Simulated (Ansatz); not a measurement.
# SnO2: the cost of one run

Program: Ansatz 0.2.0. Level of theory: DFT PBE, scalar-relativistic, plane waves, PAW. These are calculated values, not measurements.

2 further runs of the same task are left out: 2 set aside as unsound or not needed.

### 1 Starting point

Symmetry: P4_2/mnm, No. 136, tetragonal system. The conventional cell has a = 4.827 Å, b = 4.827 Å, c = 3.238 Å, α = 90.00°, β = 90.00°, γ = 90.00°. Around Sn (site symmetry mmm) lie 6 O at 2.09 Å. O (site symmetry m2m) has 3 Sn at 2.09 Å as nearest neighbours.

Structure file:

```cif
data_structure
_symmetry_space_group_name_H-M 'P4_2/mnm'
_symmetry_Int_Tables_number 136
_cell_length_a 4.8274
_cell_length_b 4.8274
_cell_length_c 3.2382
_cell_angle_alpha 90.000
_cell_angle_beta 90.000
_cell_angle_gamma 90.000
_cell_volume 75.46
loop_
_atom_site_label
_atom_site_type_symbol
_atom_site_symmetry_multiplicity
_atom_site_Wyckoff_symbol
_atom_site_fract_x
_atom_site_fract_y
_atom_site_fract_z
_atom_site_occupancy
Sn1 Sn 2 a 0.50000 0.50000 0.50000 1
O1 O 4 f 0.30658 0.30658 0.00000 1
```

It goes back to an entry of the Materials Project, which need not be the stable form.

It is the result of an earlier relaxation at this level (volume 12.58 Å³/atom; gap on the mesh: 0.68 eV).

### 2 Electronic structure at the relaxed geometry

Contents of input.yaml:

```yaml
crystal:
  lattice:
    - [4.8265176532, 0.0, 0.0]
    - [0.0, 4.8283676109, 0.0]
    - [0.0, 0.0, 3.2381666513]
  atoms:
    - { symbol: Sn, position: [0.5, 0.5, 0.5] }
    - { symbol: Sn, position: [0.0, 0.0, 0.0] }
    - { symbol: O, position: [0.3064962478, 0.3066616296, 0.0] }
    - { symbol: O, position: [0.8064962478, 0.1933383704, 0.5] }
    - { symbol: O, position: [0.1935037522, 0.8066616296, 0.5] }
    - { symbol: O, position: [0.6935037522, 0.6933383704, 0.0] }
basis:
  ecutwfc: 420
kpoints:
  mp_grid: { grid: [6, 6, 8] }
  band_path:
    path:
      - [[0.0, 0.0, 0.0], [0.5, 0.0, 0.0], [0.5, 0.5, 0.0], [0.0, 0.5, 0.0], [0.0, 0.0, 0.0], [0.0, 0.0, 0.5], [0.5, 0.0, 0.5], [0.5, 0.5, 0.5], [0.0, 0.5, 0.5], [0.0, 0.0, 0.5]]
      - [[0.5, 0.0, 0.0], [0.5, 0.0, 0.5]]
      - [[0.0, 0.5, 0.0], [0.0, 0.5, 0.5]]
      - [[0.5, 0.5, 0.0], [0.5, 0.5, 0.5]]
    npoints: 14
hamiltonian:
  xc: pbe
scf:
  occupations: { method: gaussian, width: 0.02 }
  n_extra_bands: 15
output:
  forces: true
  stress: true
  eigenvalues: true
  populations: true
  dos: { projected: true, de: 0.02, nscf_kmesh: { grid: [9, 9, 12] } }
  bader: true
  write_density: true
  write_potential: true
  elf: true
  volumetric_format: npy
```

Started as:

```
ansatz run input.yaml --threads 1 --pin off --max-ram 2560MiB --backend cpu --events-out ev --progress --plain --runs-dir out
```

What time and memory should one allow on 1 thread of Intel Xeon Platinum 8259CL at 2.50GHz (Skylake/Cascade Lake), shared host?

About 1.9 min, with a peak of 0.63 GiB.
